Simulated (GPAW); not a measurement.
# SiC (P6_3mc) in GPAW: further runs, part 2 of 2

GPAW 26.7.0. The steps go on from the part before.

## (3) Equation of state, optB88-vdW

Input file run.py:

```python
from ase.eos import EquationOfState
from ase.io import Trajectory, read
from ase.units import GPa
from gpaw import GPAW, PW

atoms = read('SiC.cif')

traj = Trajectory('eos.traj', 'w')
volumes, energies = [], []
for x in [0.94, 0.96, 0.98, 1.0, 1.02, 1.04, 1.06]:
    a = atoms.copy()
    a.set_cell(atoms.cell * x**(1 / 3), scale_atoms=True)
    calc = GPAW(mode=PW(800),
                xc={'name': 'optB88-vdW', 'backend': 'libvdwxc'},
                kpts={'size': (6, 6, 2), 'gamma': True},
                occupations={'name': 'fermi-dirac', 'width': 0.05},
                nbands=32,
                convergence={'density': 1e-05, 'energy': 1e-05},
                maxiter=150,
                legacy_gpaw=True,
                txt=f'eos-{x:.2f}.txt')
    a.calc = calc
    energies.append(a.get_potential_energy(force_consistent=True))
    volumes.append(a.get_volume())
    calc.write(f'eos-{x:.2f}.gpw')
    traj.write(a)
    print(f'{x:.2f} {volumes[-1]:10.4f} A^3 {energies[-1]:14.6f} eV', flush=True)

v0, e0, B = EquationOfState(volumes, energies, eos='birchmurnaghan').fit()
print(f'V0 = {v0:.4f} A^3, E0 = {e0:.6f} eV, B0 = {B / GPa:.2f} GPa')
```

Input file SiC.cif:

```cif
data_SiC
_cell_length_a 3.07569415
_cell_length_b 3.07569415
_cell_length_c 10.07064648
_cell_angle_alpha 90.00000000
_cell_angle_beta 90.00000000
_cell_angle_gamma 120.00000000
_space_group_name_H-M_alt 'P1'
_space_group_name_Hall 'P 1'
_space_group_IT_number 1
loop_
_space_group_symop_operation_xyz
'x,y,z'
loop_
_atom_site_label
_atom_site_type_symbol
_atom_site_symmetry_multiplicity
_atom_site_Wyckoff_symbol
_atom_site_fract_x
_atom_site_fract_y
_atom_site_fract_z
_atom_site_occupancy
Si1 Si 1 a 0.0000000000 0.0000000000 0.1878943800 1
Si2 Si 1 a 0.0000000000 0.0000000000 0.6878943800 1
Si3 Si 1 a 0.3333333333 0.6666666667 0.4378419800 1
Si4 Si 1 a 0.6666666667 0.3333333333 0.9378419800 1
C1 C 1 a 0.0000000000 0.0000000000 0.0004600500 1
C2 C 1 a 0.0000000000 0.0000000000 0.5004600500 1
C3 C 1 a 0.3333333333 0.6666666667 0.2498025900 1
C4 C 1 a 0.6666666667 0.3333333333 0.7498025900 1
```

Potentials or basis: GPAW PAW data sets (gpaw-data 1.2.1), pw.

On the command line:

```
$ OMP_NUM_THREADS=1 python run.py
```

The log of the run:

```text
___ ___ ___ _ _ _
 |   |   |_  | | | |
 | | | | | . | | | |
 |__ |  _|___|_____|  26.7.0
 |___|_|

Input parameters:
  convergence: {density: 1e-05,
                energy: 1e-05}
  kpts: {gamma: True,
         size: (6, 6, 2)}
  maxiter: 150
  mode: {ecut: 800.0,
         name: pw}
  nbands: 32
  occupations: {name: fermi-dirac,
                width: 0.05}
  xc: {backend: libvdwxc,
       name: optB88-vdW}

System changes: positions, numbers, cell, pbc, initial_charges, initial_magmoms

Initialize ...

species:
  Si:
    name:    Silicon
    Z:       14.0
    valence: 4
    core:    10
    charge:  0.0  # [|e|]
    compensation charges:
      type: gauss
      rc: 0.33  # [Å]
      lmax: 2
    cutoffs:
      filter: 1.86  # [Å]
      core: 2.06  # [Å]
    projectors
    | kind |    occ | energy [eV] | rcut [Å] |
    |------|--------|-------------|----------|
    |   3s |  2.000 |     -10.812 |    1.058 |
    |   3p |  2.000 |      -4.081 |    1.058 |
    |    s |        |      16.399 |    1.058 |
    |    p |        |      23.130 |    1.058 |
    |    d |        |       0.000 |    1.058 |

    Using partial waves for Si as LCAO basis

  C:
    name:    Carbon
    Z:       6.0
    valence: 4
    core:    2
    charge:  0.0  # [|e|]
    compensation charges:
      type: gauss
      rc: 0.20  # [Å]
      lmax: 2
    cutoffs:
      filter: 1.14  # [Å]
      core: 1.14  # [Å]
    projectors
    | kind |    occ | energy [eV] | rcut [Å] |
    |------|--------|-------------|----------|
    |   2s |  2.000 |     -13.751 |    0.635 |
    |   2p |  2.000 |      -5.284 |    0.635 |
    |    s |        |      13.461 |    0.635 |
    |    p |        |      21.927 |    0.635 |
    |    d |        |       0.000 |    0.635 |

    Using partial waves for C as LCAO basis

Reference energy: -35655.889463  # eV

Spin-paired calculation

Convergence criteria:
 Maximum [total energy] change in last 3 cyles: 1e-05 eV / valence electron
 Maximum integral of absolute [dens]ity change: 1e-05 electrons / valence electron
 Maximum integral of absolute [eigenst]ate change: 4e-08 eV^2 / valence electron
 Maximum number of scf [iter]ations: 150
 (Square brackets indicate name in SCF output, whereas a 'c' in
 the SCF output indicates the quantity has converged.)

Symmetries present (total): 6

  ( 1  1  0)  ( 1  0  0)  ( 0  1  0)  ( 0 -1  0)  (-1  0  0)  (-1 -1  0)
  ( 0 -1  0)  ( 0  1  0)  (-1 -1  0)  (-1  0  0)  ( 1  1  0)  ( 1  0  0)
  ( 0  0  1)  ( 0  0  1)  ( 0  0  1)  ( 0  0  1)  ( 0  0  1)  ( 0  0  1)

72 k-points: 6 x 6 x 2 Monkhorst-Pack grid + [1/12,1/12,1/4]
14 k-points in the irreducible part of the Brillouin zone
       k-points in crystal coordinates                weights
   0:     0.00000000    0.00000000    0.00000000          1/72
   1:     0.00000000    0.00000000    0.50000000          1/72
   2:     0.16666667    0.00000000    0.00000000          6/72
   3:     0.16666667    0.00000000    0.50000000          6/72
   4:     0.33333333   -0.16666667    0.00000000          6/72
   5:     0.33333333   -0.16666667    0.50000000          6/72
   6:     0.33333333    0.00000000    0.00000000          6/72
   7:     0.33333333    0.00000000    0.50000000          6/72
   8:     0.33333333    0.33333333    0.00000000          2/72
   9:     0.33333333    0.33333333    0.50000000          2/72
          ...
  13:     0.50000000    0.50000000    0.50000000          3/72

Wave functions: Plane wave expansion
  Cutoff energy: 800.000 eV
  Number of coefficients (min, max): 3903, 4012
  Pulay-stress correction: 0.000000 eV/Ang^3 (de/decut=0.000000)
  Using FFTW library
  ScaLapack parameters: grid=1x1, blocksize=None
  Wavefunction extrapolation:
    Improved wavefunction reuse through dual PAW basis

Occupation numbers: Fermi-Dirac:
  width: 0.0500  # eV

Eigensolver
   Davidson(niter=2)

Densities:
  Coarse grid: 20*20*70 grid
  Fine grid: 40*40*140 grid
  Total Charge: 0.000000

Density mixing:
  Method: separate
  Backend: msr1
  Linear mixing parameter: 0.05
  old densities: 10
  Width of damping distribution: 1.1
  Damping of long wavelength oscillations: 20

Hamiltonian:
  XC and Coulomb potentials evaluated on a 40*40*140 grid
  Using the optB88 Exchange-Correlation functional
  External potential:
    NoExternalPotential

XC parameters: optB88 with libvdwxc
  Mode: serial
  Semilocal: GGA_X_OPTB88_VDW+LDA_C_PW with 2 nearest neighbor stencil
  Corresponding non-local functional: vdW-DF
  Local blocksize: 40 x 40 x 140
  PAW datasets: PBE

Number of atoms: 8
Number of atomic orbitals: 32
Number of bands in calculation: 32
Number of valence electrons: 32
Bands to converge: occupied

... initialized

Initializing position-dependent things.

Density initialized from atomic densities
Creating initial wave functions:
  32 bands from LCAO basis set

            Si

            C
       Si

       C Si

         C

       Si

       C

Atomic positions and initial magnetic moments

Positions:
   0 Si     0.000000    0.000000    1.853590    ( 0.0000,  0.0000,  0.0000)
   1 Si     0.000000    0.000000    6.786123    ( 0.0000,  0.0000,  0.0000)
   2 Si    -0.000000    1.739503    4.319340    ( 0.0000,  0.0000,  0.0000)
   3 Si     1.506454    0.869751    9.251872    ( 0.0000,  0.0000,  0.0000)
   4 C      0.000000    0.000000    0.004538    ( 0.0000,  0.0000,  0.0000)
   5 C      0.000000    0.000000    4.937071    ( 0.0000,  0.0000,  0.0000)
   6 C     -0.000000    1.739503    2.464319    ( 0.0000,  0.0000,  0.0000)
   7 C      1.506454    0.869751    7.396852    ( 0.0000,  0.0000,  0.0000)

Unit cell:
           periodic     x           y           z      points  spacing
  1. axis:    yes    3.012907    0.000000    0.000000    20     0.1305
  2. axis:    yes   -1.506454    2.609254    0.000000    20     0.1305
  3. axis:    yes    0.000000    0.000000    9.865065    70     0.1409

  Lengths:   3.012907   3.012907   9.865065
  Angles:   90.000000  90.000000 120.000000

Effective grid spacing dv^(1/3) = 0.1404

iter:   1  -113.803556
iter:   2  -111.981042   -1.90  -0.54
iter:   3  -105.636696   -0.49  -0.58
iter:   4  -105.664587   -2.07  -1.26
iter:   5  -105.683691   -2.71  -1.56
iter:   6  -105.681970   -4.35  -2.35
iter:   7  -105.681766   -5.29  -2.75
iter:   8  -105.681757c  -6.11  -3.43
iter:   9  -105.681756c  -7.00  -3.89
iter:  10  -105.681756c  -8.16c -4.80
iter:  11  -105.681756c  -9.55c -5.16c

Converged after 11 iterations.

Dipole moment: (0.000000, -0.000000, 7.420800) |e|*Ang

Energy contributions relative to reference atoms: (reference = -35655.889463)

Kinetic:       +105.402747
Potential:      -87.018447
External:        +0.000000
XC:            -124.030538
Entropy (-ST):   -0.000000
Local:           -0.035519
SIC:             +0.000000
--------------------------
Free energy:   -105.681756
Extrapolated:  -105.681756

Non-local optB88 correlation energy: 2.577472
Semilocal GGA_X_OPTB88_VDW+LDA_C_PW energy: -355.511733
(Not including atomic contributions)
Showing only first 2 kpts
 Kpt  Band  Eigenvalues  Occupancy
  0    14      8.98607    2.00000
  0    15      8.98616    2.00000
  0    16     14.77603    0.00000
  0    17     15.35507    0.00000

  1    14      8.78031    2.00000
  1    15      8.78031    2.00000
  1    16     14.98439    0.00000
  1    17     14.98439    0.00000

Fermi level: 10.00120

Gap: 2.404 eV
Transition (v -> c):
  (s=0, k=0, n=15, [0.00, 0.00, 0.00]) -> (s=0, k=12, n=16, [0.50, 0.50, 0.00])
Direct/indirect transitions are different
Direct gap: 3.530 eV
Transition at: (s=0, k=12, n=15, [0.50, 0.50, 0.00])
Writing to eos-0.94.gpw (mode='')
```

It took 3.4 min on 1 thread of Arm Neoverse V2, shared host; peak memory 0.32 GiB.

Results:

| Quantity | Value |
| --- | --- |
| Equilibrium volume | 10.59 Å³/atom |
| Bulk modulus at fixed shape and positions | 213 GPa |
| Pressure derivative of the bulk modulus | 3.8 |

Energy against volume, from the lowest point:
| volume (Å³/atom) | energy (meV/atom) |
| --- | --- |
| 9.694 | 57.09 |
| 9.900 | 32.51 |
| 10.107 | 15.24 |
| 10.313 | 4.58 |
| 10.519 | 0.00 |
| 10.726 | 0.93 |
| 10.932 | 6.84 |

Caveat: the k mesh is coarse (spacing up to 0.39 Å⁻¹), so the values aren't converged; the cell was scaled at fixed shape and fractional positions, which overstates the stiffness of a crystal with free parameters, most of all of layers and chains; the PAW data sets were made with another functional, which shifts forces and pressure a little.

## (4) Band structure, revTPSS

Input file run.py:

```python
from ase.dft.bandgap import bandgap
from ase.io import read, write
from ase.units import GPa
from gpaw import GPAW, PW

atoms = read('SiC.cif')

calc = GPAW(mode=PW(800),
            xc='MGGA_X_REVTPSS+MGGA_C_REVTPSS',
            kpts={'size': (6, 6, 2), 'gamma': True},
            occupations={'name': 'fermi-dirac', 'width': 0.05},
            nbands=32,
            convergence={'density': 1e-05, 'energy': 1e-05},
            eigensolver='davidson',
            maxiter=150,
            txt='gpaw.txt')
atoms.calc = calc
energy = atoms.get_potential_energy()
forces = atoms.get_forces()
stress = atoms.get_stress()
calc.write('gs.gpw')
write('result.traj', atoms)
print(f'Energy: {energy:.6f} eV')
print('Forces (eV/A):')
print(forces.round(4))
print('Stress (GPa):', (stress / GPa).round(3))
print('Fermi level:', round(calc.get_fermi_level(), 4), 'eV')
print(f'Gap: {bandgap(calc)[0]:.4f} eV, direct: {bandgap(calc, direct=True)[0]:.4f} eV')

path = atoms.cell.bandpath('GMKGALHA,LM,KH', npoints=100, eps=1e-4)
bs_calc = calc.fixed_density(kpts=path, symmetry='off', nbands=50,
                             convergence={'bands': 'CBM+6.0', 'eigenstates': 1e-6}, txt='bands.txt')
bs = bs_calc.band_structure()
bs.write('bs.json')
print(f'Gap on the path: {bandgap(bs_calc)[0]:.4f} eV')
```

SiC.cif is that of step 3.

On the command line:

```
$ OMP_NUM_THREADS=1 python run.py
```

It took 11 min on 1 thread of Arm Neoverse V2, shared host; peak memory 0.77 GiB.

The run converged. Its results:

```
Free energy             : -70.0799 eV
Pressure                : 2.2 GPa
Band gap on the k mesh  : 2.10 eV, indirect (least direct gap 3.23 eV)
Band gap along the path : 2.10 eV, indirect (least direct gap 3.23 eV)
```

Forces on the atoms (eV/Å):
```
Si   0.000  0.000 -0.001
Si   0.000  0.000 -0.001
Si   0.000  0.000 -0.002
Si   0.000  0.000 -0.002
C    0.000  0.000  0.003
C    0.000  0.000  0.003
C    0.000  0.000 -0.001
C    0.000  0.000 -0.001
```

Stress tensor (GPa, compression positive):
```
2.22 0.00 0.00
0.00 2.22 0.00
0.00 0.00 2.09
```

Levels at the corners of the path, in eV from the valence-band top:
```tsv
point	band 12	band 13	band 14	band 15	band 16	band 17	band 18	band 19	band 20	band 21
Γ	-0.58	-0.58	-0.05	0.00	0.00	5.19	5.80	6.32	6.44	7.18
M	-2.42	-2.39	-2.25	-1.59	-1.13	2.10	2.26	4.21	4.81	5.40
K	-4.47	-4.06	-2.93	-2.93	-1.68	3.89	3.89	5.27	5.59	5.59
Γ	-0.58	-0.58	-0.05	0.00	0.00	5.19	5.80	6.32	6.44	7.18
A	-1.05	-0.21	-0.21	-0.21	-0.21	5.41	5.41	6.85	6.85	7.27
L	-3.06	-2.56	-2.56	-1.57	-1.57	2.55	2.55	4.20	4.20	6.22
H	-5.14	-2.79	-2.79	-2.48	-2.48	3.14	3.14	6.69	6.69	6.80
A	-1.05	-0.21	-0.21	-0.21	-0.21	5.41	5.41	6.85	6.85	7.27
L	-3.06	-2.56	-2.56	-1.57	-1.57	2.55	2.55	4.20	4.20	6.22
M	-2.42	-2.39	-2.25	-1.59	-1.13	2.10	2.26	4.21	4.81	5.40
K	-4.47	-4.06	-2.93	-2.93	-1.68	3.89	3.89	5.27	5.59	5.59
H	-5.14	-2.79	-2.79	-2.48	-2.48	3.14	3.14	6.69	6.69	6.80
```

Caveat: the k mesh is coarse; the PAW data sets were made with another functional, which shifts forces and pressure a little.

## (5) The runs side by side

| task | level | cell | k mesh | smearing | maxiter | convergence | supercell | supercell k mesh | displacement | other keys | gap on the mesh (eV) | pressure (GPa) |
| --- | --- | --- | --- | --- | --- | --- | --- | --- | --- | --- | --- | --- |
| phonons | PBE+D3M(BJ) | relaxed | 5 × 5 × 2 | fermi-dirac 0.15 eV | 80 | density=1e-06 eigenstates=1e-09 | 1 × 1 × 1 | 5 × 5 × 2 | 0.01 | several, not listed | 2.57 | 0.0 |
| equation of state | optB88-vdW | as given | 6 × 6 × 2 | fermi-dirac 0.05 eV | 150 | - | - | - | - | - | - | - |
| band structure | revTPSS | as given | 6 × 6 × 2 | fermi-dirac 0.05 eV | 150 | - | - | - | - | - | 2.10 | 2.2 |

Alike in all rows: potentials or basis GPAW PAW data sets (gpaw-data 1.2.1), pw; no spin polarisation; cutoff (eV) 800; the mesh is coarse, so values aren't converged.

Caveats: some runs use coarse meshes; the PAW data sets were made with another functional, which shifts forces and pressure a little (some runs); the LO-TO splitting is left out (some runs); an odd mesh through Γ misses points on the zone boundary, where band edges often lie (some runs); the cell was scaled at fixed shape and fractional positions, which overstates the stiffness of a crystal with free parameters, most of all of layers and chains (some runs).

Total energies depend on the potentials used, so only differences within one code and one set of settings carry meaning.
